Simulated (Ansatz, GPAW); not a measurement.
**Sb: programs and potentials compared**

```xyz
2
Lattice="2.1542 1.2437 3.7580 -2.1542 1.2437 3.7580 0.0000 -2.4875 3.7580" Properties=species:S:1:pos:R:3 pbc="T T T"
Sb    0.0000    0.0000    8.6416
Sb    0.0000    0.0000    2.6324
```

Alike in all runs: task band structure; functional LDA; k mesh 8 × 8 × 8; occupations fermi-dirac, width 0.05 eV; no spin polarisation; no spin-orbit coupling. LDA stands for any of its common fits. Pressure is positive in compression and, in plane waves, holds the error of the finite cutoff, which Ansatz's Pulay term estimates and takes out.

| program and potentials | plane-wave cutoff (eV) | notes | pressure (GPa) |
| --- | --- | --- | --- |
| Ansatz, Ansatz PAW | 420 | potentials made for PBE, which Ansatz adapts in part; Pulay term of +0.04 GPa included | -1.20 |
| Ansatz, all-electron LAPW, scalar-relativistic | - | - | -1.17 |
| GPAW, the program's PAW data sets (release 1.2.1) made for this functional | 600 | - | -1.52 |

The pressure spans -1.52 (GPAW, the program's PAW data sets (release 1.2.1) made for this functional) to -1.17 GPa (Ansatz, all-electron LAPW, scalar-relativistic), with all-electron results at -1.17.

The functional is the same throughout but for its coding, so the spread measures potentials, basis and numerics; runs on potential files found faulty are left out.
